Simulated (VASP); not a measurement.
# TaN (P6_3/mmc) in VASP: further runs, part 2 of 2

VASP 6.6.1. Earlier steps stand in the parts before.

**3. Single point, LDA+U, collinear spin, antiferromagnetic start**

INCAR reads:

```
SYSTEM = TaN
  PREC = Accurate
  ENCUT = 520
  EDIFF = 1E-6
  ISMEAR = 0
  SIGMA = 0.05
  LREAL = .FALSE.
  LASPH = .TRUE.
  NELM = 80
  ALGO = Fast
  ISIF = 2
  LWAVE = .FALSE.
  LCHARG = .TRUE.
  ISPIN = 2
  MAGMOM = 0.5 -0.5 0 0
  LORBIT = 11
  LMAXMIX = 4
  LDAU = .TRUE.
  LDAUTYPE = 2
  LDAUL = 2 -1
  LDAUU = 6 0
  LDAUJ = 0 0
  LDAUPRINT = 1
  GGA = CA
  LELF = .TRUE.
  LVHAR = .TRUE.
```

KPOINTS reads:

```
Automatic mesh
0
G
  7 7 4
  0 0 0
```

POSCAR reads:

```
TaN
1.0
    3.0480018400      0.0000000000      0.0000000000
   -1.5240009200      2.6396470300      0.0000000000
    0.0000000000      0.0000000000      4.9179997800
Ta N
2 2
Direct
    0.0000000000      0.0000000000      0.0000000000
    0.0000000000      0.0000000000      0.5000000000
    0.3333333333      0.6666666667      0.2500000000
    0.6666666667      0.3333333333      0.7500000000
```

Potentials or basis: VASP PAW LDA potentials, release 64 (Ta_pv, N).

Launch:

```sh
cat potpaw_LDA.64/Ta_pv/POTCAR potpaw_LDA.64/N/POTCAR > POTCAR
mpirun -np 1 vasp_std > vasp.out
```

OUTCAR:

```text
SYSTEM = TaN
   PREC = Accurate
   ENCUT = 520
   EDIFF = 1E-6
   ISMEAR = 0
   LREAL = .FALSE.
   LASPH = .TRUE.
   NELM = 80
   ISIF = 2
   ISPIN = 2
   LORBIT = 11
   GGA = CA

 ion  position               nearest neighbor table
   1  0.000  0.000  0.000-   3 2.15   4 2.15   4 2.15   3 2.15   4 2.15   3 2.15   2 2.46   2 2.46

   2  0.000  0.000  0.500-   3 2.15   4 2.15   4 2.15   3 2.15   4 2.15   3 2.15   1 2.46   1 2.46

   3  0.333  0.667  0.250-   1 2.15   2 2.15   1 2.15   2 2.15   1 2.15   2 2.15
   4  0.667  0.333  0.750-   1 2.15   2 2.15   1 2.15   2 2.15   1 2.15   2 2.15

  LATTYP: Found a hexagonal cell.
 ALAT       =     3.0480018400
 C/A-ratio  =     1.6135160142

  Lattice vectors:

 A1 = (   3.0480018400,   0.0000000000,   0.0000000000)
 A2 = (  -1.5240009200,   2.6396470300,   0.0000000000)
 A3 = (   0.0000000000,   0.0000000000,   4.9179997800)

Analysis of symmetry for initial positions (statically):
=====================================================================
 Subroutine PRICEL returns:
 Original cell was already a primitive cell.

 Routine SETGRP: Setting up the symmetry group for a
 hexagonal supercell.

 Subroutine GETGRP returns: Found 24 space group operations
 (whereof 12 operations were pure point group operations)
 out of a pool of 24 trial point group operations.

The static configuration has the point symmetry D_3d.
 The point group associated with its full space group is D_6h.

Analysis of symmetry for dynamics (positions and initial velocities):
=====================================================================
 Subroutine PRICEL returns:
 Original cell was already a primitive cell.

 Routine SETGRP: Setting up the symmetry group for a
 hexagonal supercell.

 Subroutine GETGRP returns: Found 24 space group operations
 (whereof 12 operations were pure point group operations)
 out of a pool of 24 trial point group operations.

The dynamic configuration has the point symmetry D_3d.
 The point group associated with its full space group is D_6h.

Analysis of structural, dynamic, and magnetic symmetry:
=====================================================================
 Subroutine PRICEL returns:
 Original cell was already a primitive cell.

 Routine SETGRP: Setting up the symmetry group for a
 hexagonal supercell.

 Subroutine GETGRP returns: Found 24 space group operations
 (whereof 12 operations were pure point group operations)
 out of a pool of 24 trial point group operations.

The overall configuration has the point symmetry D_3d.
 The point group associated with its full space group is D_6h.

 Subroutine INISYM returns: Found 24 space group operations
 (whereof 12 operations are pure point group operations),
 and found     1 'primitive' translations

----------------------------------------------------------------------------------------

                                     Primitive cell

[... 183 lines left out ...]

spin component  2

  0.2100 -0.0000  0.0000 -0.0099  0.0000
 -0.0000  0.2488 -0.0000  0.0000 -0.0099
  0.0000 -0.0000  0.3957 -0.0000  0.0000
 -0.0099  0.0000 -0.0000  0.2488 -0.0000
  0.0000 -0.0099  0.0000 -0.0000  0.2100

 occupancies and eigenvectors

  o =  0.2076  v =  0.9724 -0.0000  0.0000  0.2331 -0.0000  0.0000  0.0000  0.0000  0.0000  0.0000      0.0000  0.0000  0.0000  0.0000  0.0000  0.0000  0.0000  0.0000  0.0000  0.0000
  o =  0.2076  v =  0.0000  0.2331 -0.0000  0.0000  0.9724  0.0000  0.0000  0.0000  0.0000  0.0000      0.0000  0.0000  0.0000  0.0000  0.0000  0.0000  0.0000  0.0000  0.0000  0.0000
  o =  0.2076  v =  0.0000  0.0000  0.0000  0.0000  0.0000  0.9724 -0.0000  0.0000  0.2332 -0.0000      0.0000  0.0000  0.0000  0.0000  0.0000  0.0000  0.0000  0.0000  0.0000  0.0000
  o =  0.2076  v =  0.0000  0.0000  0.0000  0.0000  0.0000  0.0000  0.2332 -0.0000  0.0000  0.9724      0.0000  0.0000  0.0000  0.0000  0.0000  0.0000  0.0000  0.0000  0.0000  0.0000
  o =  0.2511  v =  0.2331 -0.0000 -0.0000 -0.9724  0.0000  0.0000  0.0000  0.0000  0.0000  0.0000      0.0000  0.0000  0.0000  0.0000  0.0000  0.0000  0.0000  0.0000  0.0000  0.0000
  o =  0.2511  v =  0.0000  0.9724  0.0000 -0.0000 -0.2331  0.0000  0.0000  0.0000  0.0000  0.0000      0.0000  0.0000  0.0000  0.0000  0.0000  0.0000  0.0000  0.0000  0.0000  0.0000
  o =  0.2511  v =  0.0000  0.0000  0.0000  0.0000  0.0000  0.2332 -0.0000 -0.0000 -0.9724  0.0000      0.0000  0.0000  0.0000  0.0000  0.0000  0.0000  0.0000  0.0000  0.0000  0.0000
  o =  0.2511  v =  0.0000  0.0000  0.0000  0.0000  0.0000  0.0000  0.9724  0.0000 -0.0000 -0.2332      0.0000  0.0000  0.0000  0.0000  0.0000  0.0000  0.0000  0.0000  0.0000  0.0000
  o =  0.3956  v = -0.0000  0.0000 -1.0000  0.0000 -0.0000  0.0000  0.0000  0.0000  0.0000  0.0000      0.0000  0.0000  0.0000  0.0000  0.0000  0.0000  0.0000  0.0000  0.0000  0.0000
  o =  0.3957  v =  0.0000  0.0000  0.0000  0.0000  0.0000 -0.0000  0.0000 -1.0000  0.0000 -0.0000      0.0000  0.0000  0.0000  0.0000  0.0000  0.0000  0.0000  0.0000  0.0000  0.0000

 number of electron      32.0000002 magnetization      -0.0000000

 Free energy of the ion-electron system (eV)
  ---------------------------------------------------
  ext. energy  EPLUGINS =         0.00000000
  ---------------------------------------------------
  free energy    TOTEN  =       -34.68901613 eV

  energy without entropy =      -34.68732683  energy(sigma->0) =      -34.68817148

 E-fermi :  10.5785     XC(G=0): -13.9864

 val. band max:       10.5710362796   @ k =   0.4286   0.1429   0.2500
 cond. band min:      10.7596071718   @ k =   0.0000   0.0000   0.5000
 fundamental gap:      0.1885708922
 Fermi energy:        10.5784760362

 spin component 1

 k-point     1 :       0.0000    0.0000    0.0000
  band No.  band energies     occupation
      1     -27.5468      1.00000
      2     -25.7945      1.00000
      3     -25.7945      1.00000
      4     -25.4212      1.00000
      5     -25.4212      1.00000
      6     -24.5187      1.00000
[... 528 lines left out ...]
      6     -25.9695      1.00000
[... 12 lines left out ...]
     19      13.3937      0.00000
     20      13.3938      0.00000
 Fermi energy:        10.5784760362

 spin component 2

 k-point     1 :       0.0000    0.0000    0.0000
  band No.  band energies     occupation
      1     -27.5468      1.00000
      2     -25.7945      1.00000
      3     -25.7945      1.00000
      4     -25.4212      1.00000
      5     -25.4212      1.00000
      6     -24.5187      1.00000
[... 541 lines left out ...]
     19      13.3937      0.00000
     20      13.3938      0.00000

------------------------ aborting loop because EDIFF is reached ----------------------------------------

  FORCE on cell =-STRESS in cart. coord.  units (eV):
  Direction    XX          YY          ZZ          XY          YZ          ZX
  --------------------------------------------------------------------------------------
  -------------------------------------------------------------------------------------
  Total        8.7731064      8.7731064     31.2015951      0.0000000      0.0000000     -0.0000000
  in kB      355.2338888    355.2338903   1263.3910368      0.0000000      0.0000000     -0.0000000
  external PRESSURE =     657.9529386 kB  Pullay stress =       0.0000000 kB

 VOLUME and BASIS-vectors are now :
 -----------------------------------------------------------------------------
  energy-cutoff  :      520.00
  volume of cell :       39.57
      direct lattice vectors                 reciprocal lattice vectors
     3.048001840  0.000000000  0.000000000     0.328083791  0.189419265  0.000000000
    -1.524000920  2.639647030  0.000000000     0.000000000  0.378838530  0.000000000
     0.000000000  0.000000000  4.917999780     0.000000000  0.000000000  0.203334698

 POSITION                                       TOTAL-FORCE (eV/Angst)
 -----------------------------------------------------------------------------------
      0.00000      0.00000      0.00000        -0.000000      0.000000      0.000000
      0.00000      0.00000      2.45900        -0.000000      0.000000      0.000000
     -0.00000      1.75976      1.22950         0.000000      0.000000     -0.000000
      1.52400      0.87988      3.68850        -0.000000     -0.000000      0.000000
 -----------------------------------------------------------------------------------
    total drift:                               -0.000000      0.000000      0.000000

  FREE ENERGIE OF THE ION-ELECTRON SYSTEM (eV)
  ---------------------------------------------------
  free  energy   TOTEN  =       -34.6890161273 eV

  energy  without entropy=      -34.6873268332  energy(sigma->0) =      -34.68817148

 total charge

# of ion       s       p       d       tot
------------------------------------------
    1        0.346   6.318   2.570   9.233
    2        0.346   6.318   2.570   9.233
    3        1.226   2.597   0.000   3.823
    4        1.226   2.597   0.000   3.823
--------------------------------------------------
tot          3.144  17.830   5.140  26.114

 magnetization (x)

# of ion       s       p       d       tot
------------------------------------------
    1        0.000  -0.000   0.000   0.000
    2       -0.000   0.000  -0.000  -0.000
    3        0.000   0.000   0.000   0.000
    4        0.000   0.000   0.000   0.000
--------------------------------------------------
tot          0.000   0.000   0.000   0.000
```

Wall time 25 s (1 thread of Intel Xeon Platinum 8488C (Sapphire Rapids), shared host); peak memory 0.16 GiB.

What came out:

* Free energy: -34.6890 eV
* Pressure: 65.8 GPa
* Band gap on the k mesh: none (metal or under the smearing width)
* Net moment: 0.00 μB per cell
* Valence electrons inside the program's atomic spheres: Ta 9.23; N 3.82

Levels at points of the mesh, in eV from the Fermi level:
Spin up:
```
           k point  band 13  band 14  band 15  band 16  band 17  band 18  band 19  band 20
(0.00, 0.00, 0.00)    -4.06    -4.06    -4.05    -1.67    -1.67    -0.30    -0.30     2.35
(0.00, 0.00, 0.50)    -6.48    -6.48    -0.45    -0.45     0.18     0.18     0.18     0.18
```
Spin down:
| k point | band 14 | band 15 | band 16 | band 17 | band 18 | band 19 |
| --- | --- | --- | --- | --- | --- | --- |
| (0.00, 0.00, 0.00) | -4.06 | -4.05 | -1.67 | -1.67 | -0.30 | -0.30 |
| (0.00, 0.00, 0.50) | -6.48 | -0.45 | -0.45 | 0.18 | 0.18 | 0.18 |

Eigenvalues of the final occupation matrices:
| site | spin | trace | eigenvalues |
| --- | --- | --- | --- |
| site 1 d | 1 | 1.31 | 0.21 0.21 0.25 0.25 0.40 |
| site 1 d | 2 | 1.31 | 0.21 0.21 0.25 0.25 0.40 |
| site 2 d | 1 | 1.31 | 0.21 0.21 0.25 0.25 0.40 |
| site 2 d | 2 | 1.31 | 0.21 0.21 0.25 0.25 0.40 |

Caveat: a pressure of tens of GPa on the cell as given is suspect, and the run, the potentials or the cell itself is likely at fault.
